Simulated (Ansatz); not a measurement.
# NbP: opening a crack plane

NbP, I4_1md, a = 3.320 Å, c = 11.290 Å. The structure is a Materials Project entry; whether it is the stable form wasn't checked. Ansatz: PBEsol, PAW, 420 eV, Γ-centred 14×14×4 mesh on 8 atoms, Gaussian smearing 0.15 eV; no spin polarisation. One cut on (001) per cell of 8 atoms is opened rigidly by x, between planes of P and Nb that stand 1.89 Å apart; y is the energy per area (11.024 Å², 1 eV/Å² = 16.02 J/m²).

| x (Å) | y (J/m²) |
| --- | --- |
| 0.00 | 0.000 |
| 0.25 | 0.370 |
| 0.50 | 1.152 |
| 1.00 | 2.802 |
| 1.50 | ? |
| 2.00 | 4.556 |
| 3.00 | 4.978 |
| 6.00 | 5.080 |

Fit the universal binding curve y = W[1 − (1 + x/l) e^(−x/l)] to the other rows, give the peak stress, and predict the missing value.

Least squares gives W = 5.11 J/m² and l = 0.545 Å. The stress dy/dx peaks at x = l with W/(e l) = 34.5 GPa, for rigid faces. At x = 1.50: x/l = 2.752, y = 3.887 J/m². The run gave 3.945 J/m², so the fit is 0.058 J/m² too low, within twice the rms miss on the fitted rows (0.033 J/m²).

Cost: 9 runs of about 10 core-minutes in all, on Intel Xeon Platinum 8488C (Sapphire Rapids) (shared hosts).

Separating the planes costs 5.080 J/m² at the widest opening, and most of that is spent by 2.00 Å. Such a short range fits the loss of polar-covalent Nb–P bonds: the overlap of Nb d with P p orbitals decays roughly exponentially with distance, which is also why a universal binding curve with a single length works so well here. The cut runs through the wider of the two Nb–P interlayer gaps, which fewer bonds cross than the narrow one.

The remaining misfit is systematic, however. The curve lies above the computed energies at 0.25 and 0.50 Å, below them from 1.00 to 3.00 Å, and above again at 6.00 Å. The computed energy thus starts more gently and then climbs faster than the fit, which suggests that the true rigid peak stress is slightly above 34.5 GPa and comes at a somewhat larger opening than 0.545 Å. Because one new face ends in Nb and the other in P, the work of separation gives only the sum of their surface energies, not either one alone.
